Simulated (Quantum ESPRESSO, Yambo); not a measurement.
# InP (F-43m): a self-consistent loop beyond G0W0, cycle by cycle, part 2 of 2

Wanted: G0W0 and self-consistent gaps of InP (F-43m), with the cost of the cycles.

Quantum ESPRESSO 7.5 and Yambo 5.3.0; PBE and many-body steps on it, plane waves. Known limits of the many-body steps: not at the basis limit; no spin-orbit coupling; coarse k mesh.

So far. Step 4 (G0W0): The gap on the mesh goes from 0.71 eV to 1.40 eV, a correction of +0.69 eV. Step 5 (evGW0, cycle 1): Against G0W0 in Yambo (4×4×4 mesh, 127 bands, screening to 197.3 eV, Godby-Needs plasmon pole), the gap moves by +0.068 eV.

The database entry behind the starting cell differs from later determinations by our own check (0.1 to 0.3 % short, probably kX units), so it need not match the best structure at ambient conditions.

## (6) evGW0, cycle 2

Level of this step: evGW0 on PBE, plane waves, norm-conserving pseudopotentials (Yambo).

The corrected levels of the last cycle go back in.

Input file gw3.in:

```
HF_and_locXC
gw0
dyson
ppa
em1d
rim_cut
RandQpts= 1000000
RandGvec= 1 RL
EXXRLvcs= 80 Ry
VXCRLvcs= 320 Ry
Chimod= "HARTREE"
% BndsRnXp
 1 | 127 |
%
NGsBlkXp= 14.5 Ry
% LongDrXp
 1 | 1 | 1 |
%
% GbndRnge
 1 | 127 |
%
DysSolver= "n"
ExtendOut
PPAPntXp= 27.21138 eV
% QPkrange
 1 | 8 | 10 | 17 |
%
GfnQPdb= "E < ./gw2_fix/ndb.QP"
```

The run is started by

```
> OMP_NUM_THREADS=1 mpirun -n 4 yambo -F gw3.in -J gw3,gw1_W -C gw3 > gw3.log
```

The log of the run:

```text
 Yambo, version 5.3.0

 [02] CORE Variables Setup
 =========================

  [... cell, symmetries and grids as in the set-up ...]

  [02.05] Energies & Occupations
  ==============================

  [X] === General ===
  [X] Electronic Temperature                        :  0.000000  0.000000 [eV K]
  [X] Bosonic    Temperature                        :  0.000000  0.000000 [eV K]
  [X] Finite Temperature mode                       : no
  [X] El. density                                   :  0.51656E+24 [cm-3]
[...]
Sx RL components                                 :   4279

   QP @ state[ 1 ] K range                          :   1   8
   QP @ state[ 1 ] b range                          :  10  17
   GF energies kind                                 : Perdew, Burke & Ernzerhof(X)+Perdew, Burke & Ernzerhof(C)+ E < ./gw1/ndb.QP + @E Fit+ E < ./gw2_fix/
   GF WF`s kind                                     : Perdew, Burke & Ernzerhof(X)+Perdew, Burke & Ernzerhof(C)
   Xs energies kind                                 : Perdew, Burke & Ernzerhof(X)+Perdew, Burke & Ernzerhof(C)
   Xs WF`s kind                                     : Perdew, Burke & Ernzerhof(X)+Perdew, Burke & Ernzerhof(C)

 [13] Game Over & Game summary
```

Wall time 9.1 min (4 MPI ranks of Arm Neoverse V1, shared host); peak memory 1.7 GiB; 37 min of CPU time.

Numbers from this step:

```
quasiparticle gap on the mesh                         : 1.473 eV
gap of the density functional on the mesh             : 0.7080 eV
k of the valence top                                  : 0, 0, 0
k of the conduction bottom                            : 0, 0, 0
least direct quasiparticle gap on the computed points : 1.473 eV
```

Against the cycle before, the gap moves by +0.007 eV.

The program's own table gives 1.623 eV, which is too large where the input levels are shifted: this version takes Σc at the unshifted level E₀, yet steps from the shifted one. The value above is the Newton step from E₀, E₀ + Z(Σc + Σx − Vxc), rebuilt from the printed columns.

## (7) evGW, cycle 1

This step: evGW on PBE, plane waves, norm-conserving pseudopotentials.

gw4.in, as its differences from gw3.in of step 6:

```diff
@@ -27,2 +27,3 @@
 %
-GfnQPdb= "E < ./gw2_fix/ndb.QP"
+GfnQPdb= "E < ./gw1/ndb.QP"
+XfnQPdb= "E < ./gw1/ndb.QP"
```

The run is started by

```
> OMP_NUM_THREADS=1 mpirun -n 4 yambo -F gw4.in -J gw4 -C gw4 > gw4.log
```

The log of the run:

```text
 Yambo, version 5.3.0

 [02] CORE Variables Setup
 =========================

  [... cell, symmetries and grids as in the set-up ...]

  [02.05] Energies & Occupations
  ==============================

  [X] === General ===
  [X] Electronic Temperature                        :  0.000000  0.000000 [eV K]
  [X] Bosonic    Temperature                        :  0.000000  0.000000 [eV K]
  [X] Finite Temperature mode                       : no
  [X] El. density                                   :  0.51656E+24 [cm-3]
[...]
Sx RL components                                 :   4279

   QP @ state[ 1 ] K range                          :   1   8
   QP @ state[ 1 ] b range                          :  10  17
   GF energies kind                                 : Perdew, Burke & Ernzerhof(X)+Perdew, Burke & Ernzerhof(C)+ E < ./gw1/ndb.QP + @E Fit
   GF WF`s kind                                     : Perdew, Burke & Ernzerhof(X)+Perdew, Burke & Ernzerhof(C)
   Xs energies kind                                 : Perdew, Burke & Ernzerhof(X)+Perdew, Burke & Ernzerhof(C)
   Xs WF`s kind                                     : Perdew, Burke & Ernzerhof(X)+Perdew, Burke & Ernzerhof(C)

 [15] Game Over & Game summary
```

Elapsed: 11 min, on 4 MPI ranks; peak memory 1.7 GiB.

Numbers from this step:

| Item | Value |
| --- | --- |
| quasiparticle gap on the mesh | 1.534 eV |
| gap of the density functional on the mesh | 0.7080 eV |
| k of the valence top | 0, 0, 0 |
| k of the conduction bottom | 0, 0, 0 |
| least direct quasiparticle gap on the computed points | 1.534 eV |

Against G0W0 in Yambo (4×4×4 mesh, 127 bands, screening to 197.3 eV, Godby-Needs plasmon pole), the gap moves by +0.136 eV.

The program's own table gives 1.664 eV, which is too large where the input levels are shifted: this version takes Σc at the unshifted level E₀, yet steps from the shifted one. The value above is the Newton step from E₀, E₀ + Z(Σc + Σx − Vxc), rebuilt from the printed columns.

## (8) evGW, cycle 2

gw5.in, as its differences from gw4.in of step 7:

```diff
@@ -27,3 +27,3 @@
 %
-GfnQPdb= "E < ./gw1/ndb.QP"
-XfnQPdb= "E < ./gw1/ndb.QP"
+GfnQPdb= "E < ./gw4_fix/ndb.QP"
+XfnQPdb= "E < ./gw4_fix/ndb.QP"
```

The run is started by

```
> OMP_NUM_THREADS=1 mpirun -n 4 yambo -F gw5.in -J gw5 -C gw5 > gw5.log
```

The log of the run:

```text
 Yambo, version 5.3.0

 [02] CORE Variables Setup
 =========================

  [... cell, symmetries and grids as in the set-up ...]

  [02.05] Energies & Occupations
  ==============================

  [X] === General ===
  [X] Electronic Temperature                        :  0.000000  0.000000 [eV K]
  [X] Bosonic    Temperature                        :  0.000000  0.000000 [eV K]
  [X] Finite Temperature mode                       : no
  [X] El. density                                   :  0.51656E+24 [cm-3]
[...]
Sx RL components                                 :   4279

   QP @ state[ 1 ] K range                          :   1   8
   QP @ state[ 1 ] b range                          :  10  17
   GF energies kind                                 : Perdew, Burke & Ernzerhof(X)+Perdew, Burke & Ernzerhof(C)+ E < ./gw1/ndb.QP + @E Fit+ E < ./gw4_fix/
   GF WF`s kind                                     : Perdew, Burke & Ernzerhof(X)+Perdew, Burke & Ernzerhof(C)
   Xs energies kind                                 : Perdew, Burke & Ernzerhof(X)+Perdew, Burke & Ernzerhof(C)
   Xs WF`s kind                                     : Perdew, Burke & Ernzerhof(X)+Perdew, Burke & Ernzerhof(C)

 [15] Game Over & Game summary
```

Elapsed: 10 min, on 4 MPI ranks; peak memory 1.7 GiB; 42 min of CPU time.

Numbers from this step:

```
quasiparticle gap on the mesh                         : 1.566 eV
gap of the density functional on the mesh             : 0.7080 eV
k of the valence top                                  : 0, 0, 0
k of the conduction bottom                            : 0, 0, 0
least direct quasiparticle gap on the computed points : 1.566 eV
```

Against the cycle before, the gap moves by +0.032 eV.

The program's own table gives 1.718 eV, which is too large where the input levels are shifted: this version takes Σc at the unshifted level E₀, yet steps from the shifted one. The value above is the Newton step from E₀, E₀ + Z(Σc + Σx − Vxc), rebuilt from the printed columns.

## (9) evGW, cycle 3

gw6.in, as its differences from gw5.in of step 8:

```diff
@@ -27,3 +27,3 @@
 %
-GfnQPdb= "E < ./gw4_fix/ndb.QP"
-XfnQPdb= "E < ./gw4_fix/ndb.QP"
+GfnQPdb= "E < ./gw5_fix/ndb.QP"
+XfnQPdb= "E < ./gw5_fix/ndb.QP"
```

The run is started by

```
> OMP_NUM_THREADS=1 mpirun -n 4 yambo -F gw6.in -J gw6 -C gw6 > gw6.log
```

The log of the run:

```text
 Yambo, version 5.3.0

 [02] CORE Variables Setup
 =========================

  [... cell, symmetries and grids as in the set-up ...]

  [02.05] Energies & Occupations
  ==============================

  [X] === General ===
  [X] Electronic Temperature                        :  0.000000  0.000000 [eV K]
  [X] Bosonic    Temperature                        :  0.000000  0.000000 [eV K]
  [X] Finite Temperature mode                       : no
  [X] El. density                                   :  0.51656E+24 [cm-3]
[...]
Sx RL components                                 :   4279

   QP @ state[ 1 ] K range                          :   1   8
   QP @ state[ 1 ] b range                          :  10  17
   GF energies kind                                 : Perdew, Burke & Ernzerhof(X)+Perdew, Burke & Ernzerhof(C)+ E < ./gw1/ndb.QP + @E Fit+ E < ./gw4_fix/
   GF WF`s kind                                     : Perdew, Burke & Ernzerhof(X)+Perdew, Burke & Ernzerhof(C)
   Xs energies kind                                 : Perdew, Burke & Ernzerhof(X)+Perdew, Burke & Ernzerhof(C)
   Xs WF`s kind                                     : Perdew, Burke & Ernzerhof(X)+Perdew, Burke & Ernzerhof(C)

 [15] Game Over & Game summary
```

The job ended after 11 min (4 MPI ranks; peak memory 1.7 GiB; 42 min of CPU time).

Numbers from this step:

- quasiparticle gap on the mesh: 1.575 eV
- gap of the density functional on the mesh: 0.7080 eV
- k of the valence top: 0, 0, 0
- k of the conduction bottom: 0, 0, 0
- least direct quasiparticle gap on the computed points: 1.575 eV

Against the cycle before, the gap moves by +0.009 eV.

The program's own table gives 1.732 eV, which is too large where the input levels are shifted: this version takes Σc at the unshifted level E₀, yet steps from the shifted one. The value above is the Newton step from E₀, E₀ + Z(Σc + Σx − Vxc), rebuilt from the printed columns.

## (10) The runs together

Times are wall times on 4 MPI ranks of Arm Neoverse V1, shared host, good to a factor of about two.

| run | mesh | bands | screening cutoff (eV) | DFT gap (eV) | gap on the mesh (eV) | direct (eV) | time |
| --- | --- | --- | --- | --- | --- | --- | --- |
| G0W0 | 4×4×4 | 127 | 197.3 | 0.708 | 1.398 | 1.398 | 10 min |
| evGW0, cycle 1 | 4×4×4 | 127 | 197.3 | 0.708 | 1.466 | 1.466 | 9.1 min |
| evGW0, cycle 2 | 4×4×4 | 127 | 197.3 | 0.708 | 1.473 | 1.473 | 9.1 min |
| evGW, cycle 1 | 4×4×4 | 127 | 197.3 | 0.708 | 1.534 | 1.534 | 11 min |
| evGW, cycle 2 | 4×4×4 | 127 | 197.3 | 0.708 | 1.566 | 1.566 | 10 min |
| evGW, cycle 3 | 4×4×4 | 127 | 197.3 | 0.708 | 1.575 | 1.575 | 11 min |

## (11) What came out

| Property | Result |
| --- | --- |
| G0W0 | 1.398 eV |
| evGW0, cycle 1 | 1.466 eV |
| evGW0, cycle 2 | 1.473 eV |
| evGW, cycle 1 | 1.534 eV |
| evGW, cycle 2 | 1.566 eV |
| evGW, cycle 3 | 1.575 eV |
| known limits | not at the basis limit; no spin-orbit coupling; coarse k mesh |

**Reading.** evGW0 ends at 1.47 eV, +0.07 eV from G0W0, after 2 cycles that took 18 min beside the first screening; the last moved the gap by 0.007 eV. evGW ends at 1.57 eV, +0.18 eV from G0W0, after 3 cycles that took 32 min beside the first screening; the last moved the gap by 0.009 eV. Bands and cutoff are finite, so the gap is not at the basis limit. The miss can reach some tenths of an eV and take either sign; the mesh is an error of its own. The 4×4×4 mesh is coarse for this cell, which bears on the long-range parts of exchange and screening. The many-body steps are scalar-relativistic: spin-orbit coupling is not in them.

[Paths, hosts, dates, memory and timing lines, banners, echoed tables and standing remarks are left out of the program output.]

[Logs are printed without paths, hosts, clocks, repeated set-up lines and the standing remarks that a program may print on its own settings, such as how far it seeks lower states.]

[Runs of the session that timed out or met a known fault of the program may be left out.]

[Hosts, paths, dates, database ids (printed as entryN), source tags and the programs' standing remarks are cut or masked in the printed files.]
